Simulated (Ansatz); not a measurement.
# Si3H2C4: the cost of one run

Program: Ansatz 0.2.0. Level of theory: DFT LDA, scalar-relativistic, plane waves, PAW. These are calculated values, not measurements.

The COD entry's cell or inner coordinates are ideal or old and differ from later refinements, so a difference from it is no clean test against experiment.

1 further run of the same task is left out (set aside as unsound or not needed).

### Step 1. The starting structure

Symmetry: Pm, No. 6, monoclinic system. The conventional cell has a = 6.122 Å, b = 3.061 Å, c = 19.996 Å, α = 90.00°, β = 90.00°, γ = 90.00°. Around C (site symmetry m) lie 2 H at 1.08 Å. Si (site symmetry m) has 4 C at 1.87 Å as nearest neighbours. C (site symmetry m) has 4 Si at 1.82 to 1.91 Å as nearest neighbours. Around C (site symmetry m) lie 4 Si at 1.83 to 1.92 Å. Si (site symmetry m) has 4 C at 1.81 to 1.83 Å as nearest neighbours. Si (site symmetry m) is surrounded by 4 C at 1.91 to 1.94 Å. Only part of the 16 independent sites is listed.

Coordinates:

```
CELL_PARAMETERS angstrom
6.12231 0.00000 0.00000
0.00000 3.06116 0.00000
0.00000 0.00000 19.99610
ATOMIC_POSITIONS crystal
C 0.50000 0.50000 0.23267
C 0.00000 0.50000 0.23267
Si 0.25000 0.50000 0.28679
Si 0.75000 0.50000 0.28679
C 0.75000 0.00000 0.34092
C 0.25000 0.00000 0.34092
Si 0.50083 0.00000 0.39042
Si 0.99823 0.00000 0.39851
C 0.99689 0.50000 0.45792
C 0.50256 0.50000 0.43904
Si 0.72142 0.50000 0.50511
Si 0.27311 0.50000 0.50120
C 0.38800 0.00000 0.53868
C 0.61119 0.00000 0.53868
H 0.50000 0.22367 0.19876
H 0.50000 0.77633 0.19876
H 0.00000 0.77598 0.19864
H 0.00000 0.22402 0.19864
```

This is the geometry of the first run shown, built on a cell relaxed beforehand with the same method.

### Step 2. What is varied

Atoms count from 1 in the order of the input.

Two atoms of the surface dimers are held at set heights.

- height of C13 above its place in the flat dimer: 7 values from −0.431 to 0.417 Å
- height of C14 above its place in the flat dimer: 7 values from −0.431 to 0.417 Å

Relaxed at each point: all atoms of the upper layers, but for the two heights. Points are written as (first, second).

### Step 3. Point (−0.146 Å, −0.146 Å)

Input file input.yaml:

```yaml
crystal:
  lattice:
    - [6.122311628, 0.0, 0.0]
    - [0.0, 3.061155814, 0.0]
    - [0.0, 0.0, 19.9960979072]
  atoms:
    - { symbol: C, position: [0.5, 0.5, 0.2326656844] }
    - { symbol: C, position: [0.0, 0.5, 0.2326656844] }
    - { symbol: Si, position: [0.25, 0.5, 0.2867903452] }
    - { symbol: Si, position: [0.75, 0.5, 0.2867903452] }
    - { symbol: C, position: [0.75, 0.0, 0.340915006] }
    - { symbol: C, position: [0.25, 0.0, 0.340915006] }
    - { symbol: Si, position: [0.5008275389, 0.0, 0.390424226] }
    - { symbol: Si, position: [-0.0017675998, 0.0, 0.3985124419] }
    - { symbol: C, position: [-0.003113467, 0.5, 0.4579166664] }
    - { symbol: C, position: [0.5025573401, 0.5, 0.4390350761] }
    - { symbol: Si, position: [0.7214218307, 0.5, 0.5051132729] }
    - { symbol: Si, position: [0.2731119656, 0.5, 0.5012001027] }
    - { symbol: C, position: [0.3880009224, 0.0, 0.5386765165] }
    - { symbol: C, position: [0.611193425, 0.0, 0.5386765165] }
    - { symbol: H, position: [0.5, 0.2236746754, 0.198760555] }
    - { symbol: H, position: [0.5, 0.7763253246, 0.198760555] }
    - { symbol: H, position: [0.0, 0.7759774367, 0.1986431602] }
    - { symbol: H, position: [0.0, 0.2240225633, 0.1986431602] }
basis:
  ecutwfc: 420
kpoints:
  mp_grid: { grid: [4, 8, 1] }
hamiltonian:
  xc: lda
scf:
  occupations: { method: gaussian, width: 0.05 }
output:
  forces: true
  eigenvalues: true
relax:
  adjacent_minimum: "off"
  f_tol: 0.03
  max_steps: 30
  constraints:
    - { sites: [0, 1, 2, 3, 4, 5, 14, 15, 16, 17] }
    - { sites: [12, 13], fix: z }
efield:
  axis: 3
  dipole_correction: true
  ramp_width: 0.04
```

Run with:

```sh
$ ansatz run input.yaml --threads 4 --pin off --max-ram 12288MiB --backend cpu --events-out ev --progress --plain --runs-dir out
```

What time and memory should one allow on 4 threads of Arm Neoverse V2, shared host?

About 25 s, with a peak of 0.79 GiB.
